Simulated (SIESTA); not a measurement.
AgBr under changes of volume

One of the cells (24.116 Å³/atom); the others are scaled copies at fixed shape and fractional positions:

```xyz
2
Lattice="0.0000 2.8892 2.8892 2.8892 0.0000 2.8892 2.8892 2.8892 0.0000" Properties=species:S:1:pos:R:3 pbc="T T T"
Ag    0.0000    0.0000    0.0000
Br    2.8892    2.8892    2.8892
```

* Program: SIESTA 5.4.2
* Functional: PBE
* Potentials or basis: PseudoDojo 0.4 standard (PBE files)
* Basis: DZP (energy shift 0.003 Ry; two zetas on semicore shells)
* Grid cutoff: 800 Ry
* Energy shift: 0.003 Ry
* k mesh: 8 × 8 × 8
* Occupations: fermi-dirac, width 0.05 eV
* Spin: no spin polarisation

| volume (Å³/atom) | energy over the lowest point (meV/atom) | pressure (GPa) |
| --- | --- | --- |
| 22.225 | 46.78 | 6.3 |
| 22.698 | 30.30 | 4.9 |
| 23.171 | ? | ? |
| 24.116 | 3.26 | 1.4 |
| 24.589 | 0.45 | 0.5 |
| 25.062 | 0.00 | -0.2 |

Question: What does the run at 23.171 Å³/atom give?

Answer: Energy over the lowest point 17.90 meV/atom; pressure 3.6 GPa.

Worked out: A Birch-Murnaghan fit of order 3 (a polynomial in V^(-2/3)) to the other rows has its minimum at 24.90 Å³/atom with B0 = V·E''(V) = 41 GPa and B' = 5.4. It gives 17.84 meV/atom at 23.171 Å³/atom, against the run's 17.90, and -dE/dV = 3.6 GPa, against 3.6.

Energies are extrapolated to zero smearing.

Caveats: short orbitals over semicore shells can move pressures by several GPa; the basis of atomic orbitals isn't converged, which shifts pressures, moduli and gaps.
